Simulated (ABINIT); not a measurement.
The system is Si.

```
CELL_PARAMETERS angstrom
0.00000 2.72185 2.72185
2.72185 0.00000 2.72185
2.72185 2.72185 0.00000
ATOMIC_POSITIONS crystal
Si 0.50000 0.50000 0.50000
Si 0.75000 0.75000 0.75000
```

| Item | Value |
| --- | --- |
| Program | ABINIT 10.8.3 (patched build) |
| Task | relaxation of cell and atoms |
| Functional | LDA |
| Potentials or basis | JTH PAW LDA v2.0 |
| Cutoff | 408 eV |
| k mesh | 6 × 6 × 6 |
| Occupations | fermi-dirac, width 0.05 eV |
| Spin | no spin polarisation |

At the start: pressure -2.1 GPa; volume 20.16 Å³/atom.

Question: How do energy, volume and symmetry change on relaxing?

Answer: Over 4 steps the energy falls by 3.0 meV/atom and the volume is 19.71 Å³/atom (-2.2 %); space group Fd-3m (No. 227, to 0.05 Å).

Step by step:
| step | energy change (eV) | largest force (eV/Å) | pressure (GPa) | volume (Å³) |
| --- | --- | --- | --- | --- |
| 1 | 0.0000 | 0.0000 | -2.09 | 40.33 |
| 2 | -0.0029 | 0.0000 | -1.52 | 40.07 |
| 3 | -0.0060 | 0.0000 | 0.05 | 39.41 |
| 4 | -0.0060 | 0.0000 | 0.00 | 39.43 |

Final structure:
```cif
data_structure
_symmetry_space_group_name_H-M 'P 1'
_symmetry_Int_Tables_number 1
_cell_length_a 3.8204
_cell_length_b 3.8204
_cell_length_c 3.8204
_cell_angle_alpha 60.000
_cell_angle_beta 60.000
_cell_angle_gamma 60.000
_cell_volume 39.43
loop_
_atom_site_label
_atom_site_type_symbol
_atom_site_fract_x
_atom_site_fract_y
_atom_site_fract_z
_atom_site_occupancy
Si1 Si 0.50000 0.50000 0.50000 1
Si2 Si 0.75000 0.75000 0.75000 1
```
